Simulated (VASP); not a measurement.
**HfO2: relaxation of cell and atoms with PBE**

The system is HfO2.

```
Hf O
1.0
     4.81353    0.00000    0.00000
     0.00000    4.81353    0.00000
     0.00000    0.00000    3.20542
Hf O
2 4
Direct
  0.50000 0.50000 0.50000
  0.00000 0.00000 0.00000
  0.80504 0.19496 0.50000
  0.69496 0.69496 0.00000
  0.30504 0.30504 0.00000
  0.19496 0.80504 0.50000
```

Measurements of this composition are mostly on another form, of space group No. 14.

```yaml
Program: VASP 6.6.1
Task: relaxation of cell and atoms
Functional: PBE
Potentials_or_basis: VASP PAW PBE potentials, release 54 (Hf_pv, O)
Cutoff: 600 eV
k_mesh: 6 × 6 × 8
Occupations: fermi-dirac, width 0.05 eV
Spin: no spin polarisation
Further_INCAR_settings: ALGO = Normal; EDIFF = 1e-07; IBRION = 2; EDIFFG = -0.02; NSW = 60; ISIF = 3
```

```json
{"Relaxed volume": "12.67 Å³/atom", "Relaxed cell": "a = 4.857 Å, b = 4.857 Å, c = 3.224 Å, α = 90.00°, β = 90.00°, γ = 90.00°", "Space group after relaxing (to 0.05 Å)": "P4_2/mnm (No. 136)", "Energy gained by relaxing": "4.9 meV/atom", "Ionic steps": "5", "Pressure after relaxing": "0.1 GPa", "Largest force after relaxing": "0.013 eV/Å", "Band gap on the k mesh": "3.91 eV, direct"}
```

Forces on the atoms (eV/Å):
```
Hf   0.000  0.000  0.000
Hf   0.000  0.000  0.000
O   -0.009  0.009  0.000
O    0.009  0.009  0.000
O   -0.009 -0.009  0.000
O    0.009 -0.009  0.000
```

The path:
```
step  energy change (eV)  largest force (eV/Å)  pressure (GPa)  volume (Å³)
   1              0.0000                0.0288            5.37        74.27
   2              0.0410                0.1833           -7.48        78.82
   3             -0.0283                0.0599           -0.11        76.00
   4             -0.0283                0.0578            0.11        75.96
   5             -0.0292                0.0133            0.10        76.05
```

Final structure:
```
Hf O
1.0
     4.85705    0.00000    0.00000
     0.00000    4.85705    0.00000
     0.00000    0.00000    3.22357
Hf O
2 4
Direct
  0.50000 0.50000 0.50000
  0.00000 0.00000 0.00000
  0.80532 0.19468 0.50000
  0.69468 0.69468 0.00000
  0.30532 0.30532 0.00000
  0.19468 0.80532 0.50000
```

Levels at points of the mesh, in eV from the valence-band top:
```csv
k point,band 20,band 21,band 22,band 23,band 24,band 25
"(0.00, 0.00, 0.00)",-0.50,-0.50,0.00,3.91,4.09,5.14
"(0.50, 0.00, 0.00)",-1.44,-0.65,-0.65,4.55,4.55,6.09
"(0.50, 0.50, 0.00)",-1.14,-0.85,-0.85,4.14,4.14,5.56
"(0.00, 0.00, 0.50)",-2.03,-0.97,-0.97,5.49,5.49,5.97
"(0.50, 0.00, 0.50)",-1.76,-0.91,-0.91,4.13,4.13,6.23
"(0.50, 0.50, 0.50)",-1.06,-0.52,-0.52,5.04,5.04,5.75
```

Run time: 5.2 min on 1 thread of Intel(R) Xeon(R) Platinum 8488C (Sapphire Rapids), on a shared host, peak memory 0.27 GiB.

Caveat: spin-orbit coupling is left out, which moves the levels of the heavy elements. A k mesh can miss the band edges.
